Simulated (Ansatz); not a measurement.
H interstitial in PtSe$_{2}$

Theory: DFT PBE, scalar-relativistic, plane waves, PAW (Ansatz 0.2.0). Run with 420 eV cutoff, 2×2×2 k-mesh, shifted by half a step, Gaussian smearing of 0.01 eV, collinear spin in charge 0 alone.

Host crystal, relaxed:

```
Pt Se
1.0
     3.75156    0.00000    0.00000
    -1.87578    3.24895    0.00000
     0.00000    0.00000    6.50133
Pt Se
1 2
Direct
  0.00000 0.00000 0.00000
  0.66667 0.33333 0.79903
  0.33333 0.66667 0.20097
```

Supercell of 48 atoms, rows in host cell vectors: -3 -1 -1; 1 3 1; 3 1 -1. Atoms relax at the host's cell, keeping the symmetry that the supercell leaves at the site. The cell is small, so energies carry finite-size errors of tenths of an eV. The host's Kohn–Sham gap is 0.82 eV. Atoms are taken from and returned to the elements' standard states. Charged cells are corrected for image charges with the computed static dielectric tensor (mean 13.5) and aligned with the host's potential at far atoms (alignment terms reach 0.07 eV). No band-filling term is added, and the Fermi level counts from the host's valence band top.

Spin-orbit coupling is left out, which matters for the bands and energies of heavy elements.

Defect: H interstitial set at (0.000, 0.000, 0.500) of the host cell. Before relaxation its nearest neighbours are 6 Se at 2.91 Å, 2 Pt at 3.25 Å.

```tsv
charge	E_f at the valence band top (eV)	over the neutral state (eV)	moment (μB)	largest move (Å)	atoms near the site
+1	2.46	0.26	0.00	0.07	2 Se at 2.85 Å, 4 Se at 2.88 Å, 2 Pt at 3.31 Å
0	2.20	0.00	1.00	0.02	6 Se at 2.90 Å, 2 Pt at 3.27 Å
-1	3.02	0.83	0.00	0.04	6 Se at 2.87 Å, 2 Pt at 3.26 Å
```

Among the charges computed the stable one is 0 at the valence band top and stays so across the gap. In charge +1 the extra carrier would gain by moving to a band edge of the host, so it isn't bound in the gap, though by less than the errors named above. Other sites of the defect weren't tried.